**Question**

I have these band gaps for one and the same crystal of 2H-MoTe₂, computed with five functionals:

GPAW 26.7.0, plane-wave PAW DFT (data sets gpaw-data 1.2.1) for 2H-MoTe₂ at one fixed geometry, with a 600 eV cutoff, a 5×5×2 k mesh and Fermi-Dirac smearing of 0.05 eV. Gaps are taken along a path through Γ, M, K, A, L and H and include spin-orbit coupling in second variation, built without the xc potential for the meta-GGAs.

| functional | gap on path (eV) | direct gap on path (eV) |
| --- | --- | --- |
| BEEF-vdW | 0.697 | 0.941 |
| M06-L | 0.680 | 0.964 |
| SCAN | 0.820 | 1.048 |
| revTPSS | 0.693 | 0.955 |
| vdW-DF | 0.711 | 0.950 |

1. Which functional stands out, and is its margin real?
2. Three of the five are meta-GGAs. Does the rung of the functional decide the gap?
3. If I know how much one functional widens the indirect gap, may I add the same amount to the direct gap?
4. What does spin-orbit coupling do to the gap, and would it matter as much with selenium in place of tellurium?
5. Would a uniform k mesh have given the same gaps as the path?
6. Which digits may I use?

**Answer**

**1. Which functional stands out.** SCAN gives the widest gap in both columns. "Gap on path" is the distance from the highest filled to the lowest empty level anywhere on the path, and "direct gap on path" is the smallest distance at a single k point. In the first, SCAN lies 109 meV above the next functional, while the other four share a range of 31 meV. The margin also survives a change of k points: on a common uniform mesh, without spin-orbit coupling, SCAN again leads and the order of all five indirect gaps is the same. The rows are a selection, with failed runs and some with graver warnings left out, so SCAN stands out among these five and not necessarily among functionals at large.

**2. Whether the rung decides.** It does not. M06-L and revTPSS are meta-GGAs like SCAN, yet they have the two smallest indirect gaps, and the two van der Waals functionals lie in between. The atoms sit in the same places in every row, so the structure can't cause the differences. SCAN's large lead comes from how the functional treats the electrons. The smaller differences among the other four are less certain in size: they span 31 meV on the path but 54 meV on the common mesh without spin-orbit coupling.

Theory explains why a meta-GGA can widen a gap but need not. Such a functional uses the kinetic-energy density, which measures how rapidly the orbitals vary in space. Its potential therefore acts differently on orbitals of different shape, and filled and empty states can be pushed apart. How far depends on the formula chosen for this dependence, and the three meta-GGAs choose differently. The results don't isolate this term, so it remains the likely reason for SCAN's lead, not a measured one.

**3. Whether one shift serves both gaps.** Only roughly. If SCAN merely lifted all empty bands together, it would widen both gaps equally. Against the mean of the other four it widens the indirect gap by 125 meV but the direct gap by only 96 meV. Most of that difference comes from the other two meta-GGAs. Against vdW-DF the two leads are 109 and 98 meV, and against BEEF-vdW 123 and 107 meV, differences smaller than the mismatch between path and mesh met in answer 5. The common mesh misses the point where the direct gap is smallest, but it shows the same tendency at the k points it does hold: relative to vdW-DF, SCAN adds 116 meV (0.843 − 0.727 eV) to the indirect gap and 62 meV (1.378 − 1.316 eV) to the direct one.

A likely physical reason is that the two gaps involve different states. In this family of layered crystals the direct gap is known to lie at K, the corner of the Brillouin zone, between states made mostly of molybdenum d orbitals. The indirect gap usually runs from the zone centre to a point between the centre and K, where chalcogen p orbitals take a larger part. A functional that responds to orbital shape has no reason to move all of these by the same amount.

**4. What spin-orbit coupling does.** In the two rows where it can be seen directly, M06-L and revTPSS on the mesh, it narrows the indirect gap slightly and the direct gap more. For M06-L on the mesh it raises the top of the valence band by 28 meV and the bottom of the conduction band by 11 meV, so the gap shrinks by about 18 meV. The direct gap on the same mesh shrinks by 72 meV (1.276 − 1.204 eV); at K, which the mesh lacks, the change may differ. Because the splittings are flagged as too wide, both changes may be overestimated. The crystal has inversion symmetry and no magnetism, so each level stays doubly degenerate. The coupling can still shift levels by mixing them, and the two band edges can respond differently because their orbitals differ, and so do the levels near enough to mix with them.

This suggests a simple model: take the mesh gap without the coupling and add one common shift. M06-L and revTPSS supply the shift, on average −16.4 meV. For BEEF-vdW, which had no part in setting it, this gives

$$0.7129 - 0.0164 = 0.6965\ \text{eV},$$

against 0.697 eV in the table. It works equally well for vdW-DF and is 7 meV too high for SCAN, as the output below shows. The two shifts known directly are nearly equal, which suggests that spin-orbit coupling affects the comparison of indirect gaps little. The model does worse for M06-L and revTPSS themselves, as the next answer discusses.

With selenium the chalcogen's share of the effect would be smaller, because spin-orbit coupling grows steeply with nuclear charge. Molybdenum's share would remain.

**5. Whether a mesh would do.** For the direct gap it would not. A 5×5 mesh holds points at multiples of one fifth, whereas K lies at one third, so the mesh never visits the place where the direct gap is smallest. With spin-orbit coupling included, its direct gap for M06-L is 240 meV wider than the one on the path. A mesh whose in-plane divisions are a multiple of three, centred on the zone centre, does contain K.

For the indirect gap the path can be the poorer choice. The model of the previous answer falls about 24 meV below the path gap for M06-L and revTPSS, the very rows that supplied its shift. In both, the path steps from 0.212 to 0.182 on the line between K and the centre and so passes over the mesh point at 0.2. If the conduction band has its minimum near there, a parabola with a rough effective mass of half an electron mass puts the missed energy at about 14 meV for a minimum at 0.2 itself, little more than half of the 24 meV. Coarse steps can thus account for part of the difference; to account for all of it the band would have to be lighter than assumed. The two van der Waals functionals have 80 points on the path instead of 60. Shared out in the same way, these are expected to cut the line from K to the centre into fifteen equal steps, one of which ends exactly at 0.2, and for these two rows the model and the path do agree. The evidence is not clean, though: the rows with 60 points are also the three meta-GGAs, so an effect of the functional type cannot be ruled out. The route itself is not the cause, since all five rows follow the same path, including the leg from Γ to A. SCAN has only 60 points, yet its path gap lies slightly below the model. Coarse steps alone would put it above. A band edge at K, which the path holds and the mesh lacks, could make up for this, but a valence edge there would have to gain some 30 meV, the 24 missed plus the 7 seen. SCAN's path gap, and with it the second digit of its lead, is uncertain by a similar amount. The k points of the band edges, which are not listed here, would settle it.

**6. Which digits to use.** For the indirect gap, use the first decimal: about 0.8 eV for SCAN and 0.7 eV for the others. The second decimal already differs between path and mesh in some rows, as the last answer showed, and the k mesh behind the electron density is flagged as coarse in every row. The four close direct gaps should not be ranked at all. They differ by at most 23 meV, the spin-orbit term was built differently for the meta-GGAs than for the van der Waals functionals, and the splittings are flagged as too wide in every row.

A larger uncertainty may lie in the structure, which was not relaxed. The force on the tellurium atoms is nearly zero with revTPSS but reaches 0.58 eV/Å with vdW-DF, and with SCAN it points the opposite way. Each functional would therefore settle on its own tellurium height, and the gaps would move by an amount that these runs do not give. The table compares functionals on one frozen crystal; it does not tell which of them would best predict the gap of a real sample. Functionals of these kinds usually give gaps that are too small, so SCAN's wider gap may well lie closer to a measured one, but these runs hold no measurement to test that.

Output of the analysis:

```
SCAN indirect gap above mean of other four, meV: 124.8
SCAN direct gap above mean of other four, meV: 95.5
rigid shift overestimates SCAN direct gap by, meV: 29.25
SCAN indirect gap above next largest, meV: 109
spread of other four indirect gaps, meV: 31
spread of other four direct gaps, meV: 23
spin-orbit change of mesh indirect gap in M06-L, meV: -17.74
spin-orbit change of mesh indirect gap in revTPSS, meV: -15.11
spin-orbit rise of M06-L valence edge on mesh, meV: 28.27
spin-orbit rise of M06-L conduction edge on mesh, meV: 10.54
Additive estimate against path gap:
       row  direct_minus_indirect_meV  scalar_mesh_gap_eV  estimate_eV  estimate_minus_path_meV
  BEEF-vdW                        244              0.7129       0.6965                   -0.545
     M06-L                        284              0.6728       0.6564                   -23.59
      SCAN                        228              0.8431       0.8267                    6.675
   revTPSS                        262              0.6854        0.669                   -24.02
    vdW-DF                        239              0.7269       0.7105                   -0.515
M06-L path gap above its spin-orbit mesh gap, meV: 24.9
revTPSS path gap above its spin-orbit mesh gap, meV: 22.7
rough energy missed by stepping over the mesh point, meV: 14.28
M06-L direct mesh gap above path value, meV: 240
revTPSS direct mesh gap above path value, meV: 245.1
```
